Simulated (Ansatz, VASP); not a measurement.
**Two plane-wave programs on BAs**

Contents of POSCAR:

```
BAs
1.0
    3.3658576842      0.0000000000      0.0000000000
   -1.6829288421      2.9149182600      0.0000000000
    0.0000000000      0.0000000000      8.7445888832
B As
2 2
Direct
    0.3333333333      0.6666666667      0.2500000000
    0.6666666667      0.3333333333      0.7500000000
    0.6666666667      0.3333333333      0.2500000000
    0.3333333333      0.6666666667      0.7500000000
```

The input INCAR.step1:

```
PREC = Accurate
ENCUT = 520
ISMEAR = 0
SIGMA = 0.01
LREAL = False
LASPH = True
NELM = 60
NBANDS = 16
GGA = PE
ALGO = Normal
EDIFF = 1E-4
LWAVE = True
LCHARG = False
```

The input INCAR.step2:

```
PREC = Accurate
ENCUT = 520
EDIFF = 1E-6
ISMEAR = 0
SIGMA = 0.01
LREAL = False
LASPH = True
NELM = 60
ALGO = Normal
ISIF = 2
LWAVE = False
LCHARG = False
METAGGA = R2SCAN
LMIXTAU = True
NBANDS = 16
ISTART = 1
```

File KPOINTS:

```
regular mesh
0
Gamma
  12 12 4
```

Input for Ansatz:

```yaml
crystal:
  lattice:
    - [3.3658576842, 0.0, 0.0]
    - [-1.6829288421, 2.91491826, 0.0]
    - [0.0, 0.0, 8.7445888832]
  atoms:
    - { symbol: B, position: [0.3333333333, 0.6666666667, 0.25] }
    - { symbol: B, position: [0.6666666667, 0.3333333333, 0.75] }
    - { symbol: As, position: [0.6666666667, 0.3333333333, 0.25] }
    - { symbol: As, position: [0.3333333333, 0.6666666667, 0.75] }
kpoints:
  mp_grid: { grid: [12, 12, 4] }
  band_path:
    path:
      - [0.0, 0.0, 0.0]
      - [0.5, 0.0, 0.0]
      - [0.3333333333, 0.3333333333, 0.0]
      - [0.0, 0.0, 0.5]
      - [0.5, 0.0, 0.5]
      - [0.3333333333, 0.3333333333, 0.5]
      - [0.30599, 0.307292, 0.0]
      - [0.3666666667, 0.2666666667, 0.0]
    npoints: 1
hamiltonian:
  xc: r2scan
scf:
  occupations: { method: fixed }
  n_extra_bands: 5
output:
  forces: true
  stress: true
  eigenvalues: true
```

Alike in both runs: task single point; functional r2SCAN; k mesh 12 × 12 × 4; no spin polarisation.

|  | VASP | Ansatz |
| --- | --- | --- |
| version | VASP 6.6.1 | Ansatz 0.2.0 |
| potentials or method | VASP PAW PBE potentials, release 64 (B, As) | plane waves, PAW |
| plane-wave cutoff (eV) | 520 | 500 |
| occupations | gaussian, width 0.01 eV | fixed |
| valence electrons in the cell | 16 | 36 |

|  | VASP | Ansatz | Ansatz less VASP |
| --- | --- | --- | --- |
| gap on the k mesh at the Fermi level (eV) | 0.95 | 0.95 | -0.002 |
| pressure (GPa) | 0.2 | 0.0 | -0.23 |
| largest component of the traceless stress (GPa) | 0.27 | 0.02 | -0.252 |

The two sets of potentials don't hold the same shells in valence.

Caveats: the PAW data sets were made with another functional, which shifts forces and pressure a little (VASP). A k mesh can miss the band edges. r2SCAN opens gaps a little over a GGA but as a rule still falls short of measured ones.
